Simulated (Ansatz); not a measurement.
Working through Wannier functions of the valence bands of LiBr, space group Fm-3m

Program: Ansatz 0.2.0 through its Python package.

Run as a notebook:

```python
from pathlib import Path

import ansatz as az
from pymatgen.core import Lattice, Structure
from pymatgen.io.ase import AseAtomsAdaptor
import tomllib
```

```python
pmg_structure = Structure(
    Lattice([[0.0, 2.75065, 2.75065], [2.75065, 0.0, 2.75065], [2.75065, 2.75065, 0.0]]),
    ["Li", "Br"],
    [
        [0.0, 0.0, 0.0],
        [0.5, 0.5, 0.5],
    ],
)
crystal = az.Crystal.from_ase(AseAtomsAdaptor.get_atoms(pmg_structure))

base = crystal.calculation()
base = base.basis(420)
base = base.kpoints(6, 6, 6)
base = base.occupations("fixed").wannier(mesh=(4, 4, 4), projections=[az.TrialShell("Br", "p")], minimise=True)
out = base.run(threads=1, runs_dir="w90")
spreads = tomllib.loads(Path(out.output_folder, "results", "wannier.spreads.toml").read_text())
print("converged:", spreads["converged"], "in", spreads["n_iter"], "steps; least projectability", round(spreads["least_projectability"], 3))
print("invariant, diagonal, off-diagonal spread (A^2):", *(round(spreads[k], 4) for k in ("omega_i_ang2", "omega_d_ang2", "omega_od_ang2")))
for function in spreads["wannier"]:
    print("centre", [round(v, 3) for v in function["r"]], "spread", round(function["spread"], 4))
```

    converged: True in 22 steps; least projectability 0.945
    invariant, diagonal, off-diagonal spread (A^2): 4.7312 0.0 0.0391
    centre [2.751, 2.751, 2.751] spread 1.5901
    centre [2.751, 2.751, 2.751] spread 1.5901
    centre [2.751, 2.751, 2.751] spread 1.5901

Notes:
- No functional is typed, so the default, PBE, holds.
- The starting cell is as deposited in a crystallographic database; the results hold for this polymorph, which needn't be the stable one.
- Finished in 1.5 s on 1 thread of Arm Neoverse V2 (shared host), peak memory 0.37 GiB.
